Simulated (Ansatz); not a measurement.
**KCl: further runs on the relaxed cell**

The task here is to estimate one member of a computed series from the others.

Program: Ansatz 0.2.0. Level of theory: DFT r2SCAN, scalar-relativistic, plane waves, PAW. These are calculated values, not measurements.

## The starting structure

It takes space group Pm-3m (No. 221, cubic). The conventional cell has a = 3.770 Å, b = 3.770 Å, c = 3.770 Å, α = 90.00°, β = 90.00°, γ = 90.00°. Around K (site symmetry m-3m) lie 8 Cl at 3.27 Å. Cl (site symmetry m-3m) is surrounded by 8 K at 3.27 Å.

Coordinates:

```cif
data_structure
_symmetry_space_group_name_H-M 'P 1'
_symmetry_Int_Tables_number 1
_cell_length_a 3.7705
_cell_length_b 3.7705
_cell_length_c 3.7705
_cell_angle_alpha 90.000
_cell_angle_beta 90.000
_cell_angle_gamma 90.000
_cell_volume 53.60
loop_
_atom_site_label
_atom_site_type_symbol
_atom_site_fract_x
_atom_site_fract_y
_atom_site_fract_z
_atom_site_occupancy
K1 K 0.00000 0.00000 0.00000 1
Cl1 Cl 0.50000 0.50000 0.50000 1
```

It is the result of an earlier relaxation at this level (volume 26.80 Å³/atom; gap on the mesh: 5.80 eV).

Set-up of the first run:

input.yaml

```yaml
crystal:
  lattice:
    - [3.7323706966, 0.0, 0.0]
    - [0.0, 3.7323706966, 0.0]
    - [0.0, 0.0, 3.7323706966]
  atoms:
    - { symbol: K, position: [0.0, 0.0, 0.0] }
    - { symbol: Cl, position: [0.5, 0.5, 0.5] }
basis:
  ecutwfc: 500
kpoints:
  mp_grid: { grid: [6, 6, 6] }
hamiltonian:
  xc: r2scan
scf:
  occupations: { method: gaussian, width: 0.02 }
output:
  forces: true
  stress: true
  eigenvalues: true
```

Run with:

```sh
> ansatz run input.yaml --threads 1 --pin off --max-ram 2560MiB --backend cpu --events-out ev --progress --plain --runs-dir out
```

Steps of the session up to this table: Volume × 0.97; Volume × 1.03; Volume × 0.94; Point at V/V0 = 1.06; Point at V/V0 = 0.91; Point at V/V0 = 1.10; The cell scaled to 0.88 of its volume.

One of the session's tables, all rows but one given; the rest of the session is left out.

It belongs to the step «Equation of state». 

```
volume (Å³/atom)  energy above the lowest point (meV/atom)  pressure (GPa)  gap on the mesh (eV)
          23.585                                      35.5            4.00                  6.50
          24.389                                      18.8            2.72                  6.30
          25.193                                       7.9            1.65                  6.12
          25.997                                       1.9            0.76                  5.96
          26.801                                       0.0            0.01                  5.80
          27.605                                       1.6           -0.62                  5.66
          28.409                                         ?               ?                     ?
          29.481                                      15.7           -1.71                  5.37
```

Q: Estimate the row for volume (Å³/atom) = 28.409 from the others.

Worked estimate for «energy above the lowest point (meV/atom)». A straight line through the neighbours (27.605, 1.6) and (29.481, 15.7) gives 1.6 + (15.7 − 1.6) × (28.409 − 27.605) / (29.481 − 27.605) = 7.6; a parabola fitted to 3 rows on both sides gives 5.9.

The run gave: energy above the lowest point (meV/atom): 6.1; pressure (GPa): -1.14; gap on the mesh (eV): 5.53. In «energy above the lowest point (meV/atom)» the line misses by +1.5 and the parabola by -0.2.
